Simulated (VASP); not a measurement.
# AlN (Fm-3m) in VASP: further runs, part 2 of 2

VASP 6.6.1. The steps go on from the part before.

### 4 Single point, PBE

This run uses another cell than the first one: it holds 4 atoms, not 2.

INCAR reads:

```
PREC = Accurate
ENCUT = 520
EDIFF = 1E-6
ISMEAR = 0
SIGMA = 0.1
LREAL = F
LASPH = T
NELM = 100
ALGO = Fast
ISIF = 2
LWAVE = F
LCHARG = T
GGA = PE
LELF = T
LVHAR = T
NBANDS = 16
```

KPOINTS reads:

```
Automatic mesh
0
Gamma
  8 8 4
```

POSCAR reads:

```
AlN
1.0
    2.0929757400     -1.5575352800      0.0000000000
    2.0929757400      1.5575352800      0.0000000000
   -1.5583982700      0.0000000000      4.4775902300
Al N
2 2
Direct
    0.4901093500      0.8223851100      0.6464666700
    0.8223851100      0.4901093500      0.1464666700
    0.1776148900      0.5098906500      0.8535333300
    0.5098906500      0.1776148900      0.3535333300
```

Potentials or basis: VASP PAW PBE potentials, release 64 (Al, N).

Launch:

```bash
cat potpaw_PBE.64/Al/POTCAR potpaw_PBE.64/N/POTCAR > POTCAR
mpirun -np 1 vasp_std > vasp.out
```

OUTCAR:

```text
PREC = Accurate
   ENCUT = 520
   EDIFF = 1E-6
   ISMEAR = 0
   LREAL = F
   LASPH = T
   NELM = 100
   ISIF = 2
   GGA = PE

 ion  position               nearest neighbor table
   1  0.490  0.822  0.646-   3 1.87   3 1.87   4 1.88   3 1.88   4 1.88   2 2.59   2 2.59   2 2.65
                             2 2.65   2 3.15   2 3.15
   2  0.822  0.490  0.146-   4 1.87   4 1.87   3 1.88   4 1.88   3 1.88   1 2.59   1 2.59   1 2.65
                             1 2.65   1 3.15   1 3.15
   3  0.178  0.510  0.854-   1 1.87   1 1.87   2 1.88   1 1.88   2 1.88
   4  0.510  0.178  0.354-   2 1.87   2 1.87   1 1.88   2 1.88   1 1.88

  LATTYP: Found a base centered monoclinic cell.
 ALAT       =     4.1859514800
 B/A-ratio  =     0.7441726391
 C/A-ratio  =     1.1326064611
 COS(beta)  =    -0.3287041843

  Lattice vectors:

 A1 = (   2.0929757400,  -1.5575352800,   0.0000000000)
 A2 = (   2.0929757400,   1.5575352800,   0.0000000000)
 A3 = (  -1.5583982700,   0.0000000000,   4.4775902300)

Analysis of symmetry for initial positions (statically):
=====================================================================
 Subroutine PRICEL returns:
 Original cell was already a primitive cell.

 Routine SETGRP: Setting up the symmetry group for a
 base centered monoclinic supercell.

 Subroutine GETGRP returns: Found  2 space group operations
 (whereof  1 operations were pure point group operations)
 out of a pool of  4 trial point group operations.

The static configuration has the point symmetry C_1 .
 The point group associated with its full space group is C_1h.

Analysis of symmetry for dynamics (positions and initial velocities):
=====================================================================
 Subroutine PRICEL returns:
 Original cell was already a primitive cell.

 Routine SETGRP: Setting up the symmetry group for a
 base centered monoclinic supercell.

 Subroutine GETGRP returns: Found  2 space group operations
 (whereof  1 operations were pure point group operations)
 out of a pool of  4 trial point group operations.

The dynamic configuration has the point symmetry C_1 .
 The point group associated with its full space group is C_1h.

 Subroutine INISYM returns: Found  2 space group operations
 (whereof  1 operations are pure point group operations),
 and found     1 'primitive' translations

----------------------------------------------------------------------------------------

                                     Primitive cell

  volume of cell :      29.1928

  direct lattice vectors                    reciprocal lattice vectors
     2.092975740 -1.557535280  0.000000000     0.238894312 -0.321020016  0.083145724
     2.092975740  1.557535280  0.000000000     0.238894312  0.321020016  0.083145724
    -1.558398270  0.000000000  4.477590230     0.000000000  0.000000000  0.223334416

  length of vectors
     2.608920006  2.608920006  4.741035692     0.408702281  0.408702281  0.223334416

  position of ions in fractional coordinates (direct lattice)
     0.490109350  0.822385110  0.646466670
     0.822385110  0.490109350  0.146466670
     0.177614890  0.509890650  0.853533330
     0.509890650  0.177614890  0.353533330

  ion indices of the primitive-cell ions
   primitive index   ion index
                 1           1
                 2           2
                 3           3
                 4           4
[... 24 lines left out ...]

 Found     78 irreducible k-points:

 Following reciprocal coordinates:
            Coordinates               Weight
  0.000000  0.000000  0.000000      1.000000
  0.125000  0.000000  0.000000      4.000000
  0.250000  0.000000  0.000000      4.000000
  0.375000  0.000000 -0.000000      4.000000
  0.500000  0.000000  0.000000      2.000000
  0.125000  0.125000 -0.000000      2.000000
[... 16 lines left out ...]
  0.125000  0.000000  0.250000      4.000000
  0.250000  0.000000  0.250000      4.000000
 [... further k-points ...]
   k-points           NKPTS =     78   k-points in BZ     NKDIM =     78   number of bands    NBANDS=     16
   number of dos      NEDOS =    301   number of ions     NIONS =      4
   total plane-waves  NPLWV =  14400
   dimension x,y,z NGX =    20 NGY =   20 NGZ =   36
   dimension x,y,z NGXF=    40 NGYF=   40 NGZF=   72
   ions per type =               2   2
   NGX,Y,Z   is equivalent  to a cutoff of  12.74, 12.74, 12.62 a.u.
   NGXF,Y,Z  is equivalent  to a cutoff of  25.49, 25.49, 25.25 a.u.
 SYSTEM =  unknown system
   PREC   = accura    normal or accurate (medium, high low for compatibility)
   ISTART =      0    job   : 0-new  1-cont  2-samecut
   ICHARG =      2    charge: 1-file 2-atom 10-const
   ISPIN  =      1    spin polarized calculation?
   LNONCOLLINEAR =      F non collinear calculations
   LSORBIT =      F    spin-orbit coupling
   LASPH  =      T    aspherical Exc in radial PAW
   ENCUT  =  520.0 eV  38.22 Ry    6.18 a.u.   4.85  4.85  8.82*2*pi/ulx,y,z
   NELM   =    100;   NELMIN=  2; NELMDL= -5     # of ELM steps
   EDIFF  = 0.1E-05   stopping-criterion for ELM
   LREAL  =      F    real-space projection
   EDIFFG = 0.1E-04   stopping-criterion for IOM
   NSW    =      0    number of steps for IOM
   IBRION =     -1    ionic relax: 0-MD 1-quasi-New 2-CG
   NFREE  =      0    steps in history (QN), initial steepest desc. (CG)
   ISIF   =      2    stress and relaxation
   ISYM   =      2    0-nonsym 1-usesym 2-fastsym
   POTIM  = 0.5000    time-step for ionic-motion
   TEBEG  =    0.0;   TEEND  =   0.0 temperature during run
   PSTRESS=    0.0 pullay stress
   NELECT =      16.0000    total number of electrons
   NUPDOWN=      -1.0000    fix difference up-down
   EMIN   =  10.00;   EMAX   =-10.00  energy-range for DOS
   EFERMI =   0.00;   METHOD = LEGACY
   ISMEAR =     0;   SIGMA  =   0.10  broadening in eV -4-tet -1-fermi 0-gaus
   EFERMI_NEDOS =   21; number of points for ismear=-14 and -15
   IALGO  =     68    algorithm
   IMIX   =      4    mixing-type and parameters
     AMIX     =   0.40;   BMIX     =  1.00
     AMIX_MAG =   1.60;   BMIX_MAG =  1.00
  volume/ion in A,a.u.               =       7.30        49.25
  Fermi-wavevector in a.u.,A,eV,Ry     =   1.339747  2.531754 24.421384  1.794921
  Thomas-Fermi vector in A             =   2.468114
   LORBIT       =      0    0 simple, 1 ext, 2 COOP (PROOUT), +10 PAW based schemes
   GGA     = PE    functional components
   LHFCALC =     F    Hartree Fock is set to
   AEXX    =    0.0000 exact exchange contribution
   IVDW    =     0    specifies the selected vdW correction
   LEPSILON=     F    determine dielectric tensor
   LRPA    =     F    only Hartree local field effects (RPA)
 non-spin polarized calculation
 RMM-DIIS sequential band-by-band and
 Gauss-broadening in eV      SIGMA  =   0.10
  energy-cutoff  :      520.00
  volume of cell :       29.19
 maximum number of plane-waves:       801
   NGX =  9   NGY =  9   NGZ = 17

 number of electron      15.9999999 magnetization

 Free energy of the ion-electron system (eV)
  ---------------------------------------------------
  ext. energy  EPLUGINS =         0.00000000
  ---------------------------------------------------
  free energy    TOTEN  =       -26.27920315 eV

  energy without entropy =      -26.27920315  energy(sigma->0) =      -26.27920315

 E-fermi :  12.7664     XC(G=0): -12.8401

 val. band max:       12.3163444905   @ k =   0.0000   0.0000   0.0000
 cond. band min:      14.5631069343   @ k =   0.5000   0.5000   0.2500
 fundamental gap:      2.2467624438
 Fermi energy:        12.7663905038

 k-point     1 :       0.0000    0.0000    0.0000
  band No.  band energies     occupation
      1      -7.0840      2.00000
      2      -3.3254      2.00000
      3       2.5435      2.00000
      4       9.7422      2.00000
      5      10.3061      2.00000
      6      11.2335      2.00000
[... 433 lines left out ...]
      3       4.9013      2.00000
      4       6.4660      2.00000
      5       7.8494      2.00000
      6       9.3283      2.00000
[... 8 lines left out ...]
     15      27.6431      0.00000
     16      28.4515      0.00000

 [... further k-points ...]
[... 5 lines left out ...]
  --------------------------------------------------------------------------------------
  -------------------------------------------------------------------------------------
  Total       18.9811858      6.4065723     14.5523639      0.0000000      0.0000000      3.1113641
  in kB     1041.7355681    351.6089199    798.6706034      0.0000000      0.0000000    170.7595429
  external PRESSURE =     730.6716971 kB  Pullay stress =       0.0000000 kB

 VOLUME and BASIS-vectors are now :
 -----------------------------------------------------------------------------
  energy-cutoff  :      520.00
  volume of cell :       29.19
      direct lattice vectors                 reciprocal lattice vectors
     2.092975740 -1.557535280  0.000000000     0.238894312 -0.321020016  0.083145724
     2.092975740  1.557535280  0.000000000     0.238894312  0.321020016  0.083145724
    -1.558398270  0.000000000  4.477590230     0.000000000  0.000000000  0.223334416

 POSITION                                       TOTAL-FORCE (eV/Angst)
 -----------------------------------------------------------------------------------
      1.73957      0.51753      2.89461        -0.316038      0.351861     -0.205022
      2.51877     -0.51753      0.65582        -0.316038     -0.351861     -0.205022
      0.10879      0.51753      3.82177         0.316038      0.895045      0.205022
      0.88799     -0.51753      1.58298         0.316038     -0.895045      0.205022
 -----------------------------------------------------------------------------------
    total drift:                                0.000027      0.000000      0.000138

  FREE ENERGIE OF THE ION-ELECTRON SYSTEM (eV)
  ---------------------------------------------------
  free  energy   TOTEN  =       -26.2792031466 eV

  energy  without entropy=      -26.2792031466  energy(sigma->0) =      -26.27920315
```

stdout:

```text
POSCAR found type information on POSCAR AlN
 POSCAR found :  2 types and       4 ions
 scaLAPACK will be used
 LDA part: xc-table for (Slater+PW92), standard interpolation
 POSCAR, INCAR and KPOINTS ok, starting setup
 FFT: planning ... GRIDC
 FFT: planning ... GRID_SOFT
 FFT: planning ... GRID
 WAVECAR not read
 entering main loop
```

Wall time 25 s (1 thread of AMD EPYC 7R13 (Zen 3), shared host); peak memory 0.12 GiB.

Results:

```
Free energy            : -26.2792 eV
Pressure               : 73.1 GPa
Largest force          : 0.971 eV/Å
Band gap on the k mesh : 2.25 eV, indirect (least direct gap 4.63 eV)
```

Forces on the atoms (eV/Å):
```
Al  -0.316  0.352 -0.205
Al  -0.316 -0.352 -0.205
N    0.316  0.895  0.205
N    0.316 -0.895  0.205
```

Caveat: a pressure of tens of GPa on the cell as given is suspect, and the run, the potentials or the cell itself is likely at fault.

### 5 The runs side by side

| task | cell | k mesh | cutoff (eV) | smearing | gap on the mesh (eV) | pressure (GPa) |
| --- | --- | --- | --- | --- | --- | --- |
| single point | Fm-3m, 8.43 Å³/atom | 10 × 10 × 10 | 520 | gaussian 0.02 eV | 4.41 | -0.3 |
| relaxation of cell and atoms | relaxed | 10 × 10 × 10 | 600 | gaussian 0.02 eV | 4.43 | 0.0 |
| single point | Cc, 7.3 Å³/atom | 8 × 8 × 4 | 520 | gaussian 0.1 eV | 2.25 | 73.1 |

Alike in all rows: level PBE; potentials or basis VASP PAW PBE potentials, release 64 (Al, N); no spin polarisation.

Caveats: a pressure of tens of GPa on the cell as given is suspect, and the run, the potentials or the cell itself is likely at fault (some runs).

Total energies depend on the potentials used, so only differences within one code and one set of settings carry meaning.
